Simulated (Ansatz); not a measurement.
Crystal: Ca.

```
CELL_PARAMETERS angstrom
-2.24000 2.24000 2.24000
2.24000 -2.24000 2.24000
2.24000 2.24000 -2.24000
ATOMIC_POSITIONS crystal
Ca 0.00000 0.00000 0.00000
```

This isn't the form of Ca at room conditions, which is fcc.

| Item | Value |
| --- | --- |
| Program | Ansatz 0.2.0 |
| Task | relaxation of cell and atoms |
| Functional | BLYP |
| Potentials or basis | all-electron LAPW, scalar-relativistic |
| Basis error allowed | 0.001 eV/atom |
| k mesh | 8 × 8 × 8 |
| Occupations | fermi-dirac, width 0.05 eV |
| Spin | no spin polarisation |

At the start: volume 44.96 Å³/atom.

Problem. Where does the relaxation end?

Solution. Over 4 steps the energy falls by 7.4 meV/atom and the volume is 42.12 Å³/atom (-6.3 %); space group Im-3m (No. 229, to 0.05 Å).

Step by step:
| step | energy change (eV) | largest force (eV/Å) | volume (Å³) |
| --- | --- | --- | --- |
| 1 | 0.0000 | 0.0000 | 44.96 |
| 2 | -0.0042 | 0.0000 | 44.00 |
| 3 | -0.0074 | 0.0000 | 42.12 |
| 4 | -0.0074 | 0.0000 | 42.12 |

Final structure:
```
CELL_PARAMETERS angstrom
-2.19192 2.19192 2.19192
2.19192 -2.19192 2.19192
2.19192 2.19192 -2.19192
ATOMIC_POSITIONS crystal
Ca 0.00000 0.00000 0.00000
```
